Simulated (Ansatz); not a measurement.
# Te2Mo: the cost of one run

Computed with Ansatz 0.2.0 (DFT PBE+D3(BJ), scalar-relativistic, plane waves, PAW, unless a step's input says otherwise).

## (1) Starting point

The structure is hexagonal, space group P-6m2 (No. 187). Conventional cell: a = 3.560 Å, b = 3.560 Å, c = 21.579 Å, α = 90.00°, β = 90.00°, γ = 120.00°. Around Te (site symmetry 3m) lie 3 Mo at 2.72 Å. Mo (site symmetry -6m2) is surrounded by 6 Te at 2.72 to 2.73 Å.

Coordinates:

```xyz
3
Lattice="3.5604 0.0000 0.0000 -1.7802 3.0834 0.0000 0.0000 0.0000 21.5795" Properties=species:S:1:pos:R:3 pbc="T T T"
Te    1.7802    1.0278    9.0000
Mo    0.0000    2.0556   10.7888
Te    1.7802    1.0278   12.5795
```

Free-standing sheet.

## (2) Relaxing the sheet and its cell in the plane

Contents of input.yaml:

```yaml
crystal:
  lattice:
    - [3.56039174, 0.0, 0.0]
    - [-1.78019587, 3.08338969, 0.0]
    - [0.0, 0.0, 21.5794797849]
  atoms:
    - { symbol: Te, position: [0.66666667, 0.33333334, 0.4170628806] }
    - { symbol: Mo, position: [0.33333333, 0.66666666, 0.4999584] }
    - { symbol: Te, position: [0.66666667, 0.33333334, 0.5829371194] }
basis:
  ecutwfc: 420.0
  fft_grid_basis: typed
kpoints:
  mp_grid: { grid: [12, 12, 1] }
hamiltonian:
  xc: pbe
  dispersion: d3bj
  pseudopotentials: { kind: paw }
scf:
  occupations: { method: gaussian, width: 0.05 }
output:
  forces: true
  eigenvalues: true
  stress: true
efield:
  axis: 3
  dipole_correction: true
  ramp_width: 0.04
relax:
  adjacent_minimum: "off"
  f_tol: 0.02
  max_steps: 60
  cell: { fix: [c, alpha, beta], stress_tol: 0.05 }
```

The run is started by

```sh
$ ansatz run input.yaml --threads 4 --pin off --max-ram 8847MiB --backend cpu --events-out ev --progress --plain --runs-dir out
```

What time and memory should one allow on 4 threads of Arm Neoverse N1, shared host?

About 36 s, with a peak of 0.57 GiB.
